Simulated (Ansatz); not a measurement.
Ansatz input

```yaml
crystal:
  lattice:
    - [4.4784371, 0.0, 0.0]
    - [-2.23921855, 3.8784402979, 0.0]
    - [0.0, 0.0, 7.339112454]
  atoms:
    - { symbol: Ba, position: [0.3333333333, 0.6666666667, 0.25] }
    - { symbol: Ba, position: [0.6666666667, 0.3333333333, 0.75] }
hamiltonian:
  xc: pbe
  pseudopotentials:
    kind: paw_fr
    azcp:
      Ba: "pseudopotentials/Ba.paw.azcp"
basis:
  ecutwfc: 420
  fft_grid_basis: typed
kpoints:
  mp_grid: { grid: [8, 8, 5], shift: [0, 0, 0] }
magnetization:
  noncollinear: true
  spin_orbit: true
scf:
  occupations: { method: fermi_dirac, width: 0.1 }
```

Terminal output

```
Engine: ansatz 0.2.0, x86_64-unknown-linux-gnu
Pseudopotentials: kind: paw_fr
Pseudopotential: Ba, paw_fr, valence charge 10, recommended cutoff 420 eV (normal) 
Functional definition: PBE
  parameter kappa = 0.804
  parameter beta = 0.06672455060314922
  exchange = pbe_x(kappa = kappa, mu = beta*pi^2/3)
  correlation = pbe_c(beta = beta)
non-collinear run that drives no moment, with spin-orbit: no starting moment large enough to seed its density (crystal.atoms[].spin), no starting occupations that ask for one, no magnetisation constraint and no magnetic field, so the semilocal B_xc is pinned to zero
Crystal: 2 atoms, lattice volume = 127.476 Å³
Basis set: ecut = 420 eV, 2539 PW (Γ)
Bands: 28, of which v1, the nominal top of the filled ones, is band 20 counted from 1 (19 counted from 0)
Symmetry: 24 space group operations + 24 with time reversal
Magnetic group: BNS 194.264 (UNI 1494), of the structure as read, at distance tolerance 5.0e-5 Å
k-points: 30 of 320
Projection manifold: j_resolved (fully-relativistic pseudo-atomic orbitals)
Non-local potential: Ba, projectors of the file, l = 0: 3, l = 1: 4, l = 2: 4, l = 3: 4
PAW form: soft (Blöchl's): semilocal exchange-correlation on the pseudo side does not see the compensation charge
PAW one-centre angular grid: Ba, 194 points (default); XC on 64 Gauss nodes
Initial density: superposition of atomic densities (chi_scale 0.1, normalization cell)
Initial wavefunctions: pseudopotential atomic-orbital guess
Functional: x = pbe(κ = 0.804, μ = 0.2195149727645171), c = pbe(β = 0.06672455060314922)
SCF iter   1: F=—  HF=-11908.619874 eV  |F-HF|=—  |Δ(HF+E_count)|=         —  Δρ=4.79e-3  dr2=2.23e-2  dr2_m=0.00e0 (ungated)  ethr=3.10e-3  |M|=0.00e0 ∫|m|=0.00e0 μB  |m|>n=0.0e0 m-floor=0.0e0 τ_xc=0.0e0  β_m=0.30  ⟨swp⟩=10.4  Hψ=2683  notcnv=0
spin=Noncollinear: Kerker preconditioning applied to the charge; magnetization (m_x, m_y, m_z) channels mix plain (no charge-response kernel on spin).
SCF iter   2: F=—  HF=-11908.625156 eV  |F-HF|=—  |Δ(HF+E_count)|=   5.28e-3  Δρ=3.66e-3  dr2=1.37e-2  dr2_m=0.00e0 (ungated)  ethr=1.12e-4  |M|=0.00e0 ∫|m|=0.00e0 μB  |m|>n=0.0e0 m-floor=0.0e0 τ_xc=0.0e0  β_m=0.65  ⟨swp⟩=2.4  Hψ=728  notcnv=0
SCF iter   3: F=—  HF=-11908.629031 eV  |F-HF|=—  |Δ(HF+E_count)|=   3.88e-3  Δρ=5.74e-4  dr2=8.30e-4  dr2_m=0.00e0 (ungated)  ethr=6.83e-5  |M|=0.00e0 ∫|m|=0.00e0 μB  |m|>n=0.0e0 m-floor=0.0e0 τ_xc=0.0e0  β_m=0.82  ⟨swp⟩=2.6  Hψ=610  notcnv=0
SCF iter   4: F=—  HF=-11908.629076 eV  |F-HF|=—  |Δ(HF+E_count)|=   4.49e-5  Δρ=3.25e-4  dr2=2.99e-4  dr2_m=0.00e0 (ungated)  ethr=4.15e-6  |M|=0.00e0 ∫|m|=0.00e0 μB  |m|>n=0.0e0 m-floor=0.0e0 τ_xc=0.0e0  β_m=0.91  ⟨swp⟩=1.0  Hψ=420  notcnv=0
SCF iter   5: F=—  HF=-11908.629068 eV  |F-HF|=—  |Δ(HF+E_count)|=   7.76e-6  Δρ=8.51e-5  dr2=1.80e-5  dr2_m=0.00e0 (ungated)  ethr=1.49e-6  |M|=0.00e0 ∫|m|=0.00e0 μB  |m|>n=0.0e0 m-floor=0.0e0 τ_xc=0.0e0  β_m=0.96  ⟨swp⟩=1.9  Hψ=482  notcnv=0
SCF iter   6: F=—  HF=-11908.629082 eV  |F-HF|=—  |Δ(HF+E_count)|=   1.42e-5  Δρ=4.06e-5  dr2=3.59e-6  dr2_m=0.00e0 (ungated)  ethr=9.01e-8  |M|=0.00e0 ∫|m|=0.00e0 μB  |m|>n=0.0e0 m-floor=0.0e0 τ_xc=0.0e0  β_m=0.98  ⟨swp⟩=1.6  Hψ=461  notcnv=0
SCF iter   7: F=—  HF=-11908.629081 eV  |F-HF|=—  |Δ(HF+E_count)|=   6.08e-7  Δρ=6.84e-6  dr2=1.00e-7  dr2_m=0.00e0 (ungated)  ethr=1.80e-8  |M|=0.00e0 ∫|m|=0.00e0 μB  |m|>n=0.0e0 m-floor=0.0e0 τ_xc=0.0e0  β_m=0.99  ⟨swp⟩=2.5  Hψ=597  notcnv=0
SCF iter   8: F=-11908.629081 eV  HF=-11908.629081 eV  |F-HF|=3.06e-10  |Δ(HF+E_count)|=   2.12e-8  Δρ=1.75e-6  dr2=6.75e-9  dr2_m=0.00e0 (ungated)  ethr=5.00e-10  |M|=0.00e0 ∫|m|=0.00e0 μB  |m|>n=0.0e0 m-floor=0.0e0 τ_xc=0.0e0  ⟨swp⟩=2.1  Hψ=843  notcnv=0
SCF 1 converged in 8 iterations: F = -11908.629081 eV  dr2 = 6.75e-9
SCF converged after 8 iterations
Magnetization: |M| = 0.0000 μB,  M = (+0.0000, +0.0000, +0.0000) μB
Absolute magnetization: 0.0000 μB (∫|m|)
  site 0: m = (+0.0000, +0.0000, +0.0000) μB, |m| = 0.0000 μB  (R = 1.85 Å)
  site 1: m = (+0.0000, +0.0000, +0.0000) μB, |m| = 0.0000 μB  (R = 1.85 Å)
Free energy (F): -11908.629081 eV
Harris-Foulkes:  -11908.629081 eV  (|F-HF|=3.06e-10)
Internal energy: -11908.517681 eV  (E = F + TS)
E sigma→0 (E₀):  -11908.573381 eV
Entropy (-TS):   -0.111400 eV (-55.700 meV/atom)
Fermi energy:    5.766899 eV
--- Per-component energies (eV) ---
  E_band       = -172.003638
  E_kinetic    = 332.933127
  E_local      = -761.382749  (includes V_loc(G=0)·N_el)
  E_nonlocal   = 114.086164
  E_hartree    = 240.621385
  E_xc         = -332.864812
  E_vxc        = -266.855500  (∫ρ·V_xc dr)
  E_paw        = -10460.772480  (= ΣΔE_a)
  E_vpaw       = -72.027614  (= ΣTr[D̂ρ^β])
  E_aug_tail   = -0.000004  (compensation charges beyond the density's cutoff)
  E_ewald      = -1041.138313
  E_smearing   = -0.111400  (= −TS)
  E_closure    = 0.000000  (closes the sum)
  Σ components = -11908.629081   (vs F -11908.629081, Δ=0.00e0)
```
